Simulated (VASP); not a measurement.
Set up this calculation in VASP 6.6.1, as the native input.

- Task: single point
- Functional: PBE
- Potentials or basis: VASP PAW PBE potentials, release 64 (Bi_d)
- Cutoff: 520 eV
- k mesh: 5 × 5 × 5
- Occupations: fermi-dirac, width 0.02 eV
- Spin: no spin polarisation
- Dipole correction: no
- Further INCAR settings: ALGO = Normal; EDIFF = 1e-06; NBANDS = 14

The structure of Bi lies in POSCAR:

```
Bi
1.0
   -1.9814305318      1.9814305318      1.9814305318
    1.9814305318     -1.9814305318      1.9814305318
    1.9814305318      1.9814305318     -1.9814305318
Bi
1
Direct
    0.0000000000      0.0000000000      0.0000000000
```

This isn't the form of Bi at room conditions, which is rhombohedral.

The input as run:

INCAR

```
SYSTEM = Bi
  PREC = Accurate
  ENCUT = 520
  EDIFF = 1E-6
  ISMEAR = -1
  SIGMA = 0.02
  LREAL = .FALSE.
  LASPH = .TRUE.
  NELM = 100
  ALGO = Normal
  ISIF = 2
  LWAVE = .FALSE.
  LCHARG = .FALSE.
  GGA = PE
  NBANDS = 14
```

KPOINTS

```
Automatic mesh
0
G
  5 5 5
  0 0 0
```

Potentials or basis: VASP PAW PBE potentials, release 64 (Bi_d).

Launch:

```sh
$ cat potpaw_PBE.64/Bi_d/POTCAR > POTCAR
$ mpirun -np 1 vasp_std > vasp.out
```

Results of the run:

* Pressure: 1.2 GPa
* Band gap on the k mesh: none (metal or under the smearing width)

Caveat: the k mesh is coarse (spacing up to 0.45 Å⁻¹), so the values aren't converged; spin-orbit coupling is left out, which moves the levels of the heavy elements.

Run time: 3.3 s on 1 thread of Intel(R) Xeon(R) Platinum 8488C (Sapphire Rapids) (shared host), peak memory 0.15 GiB.
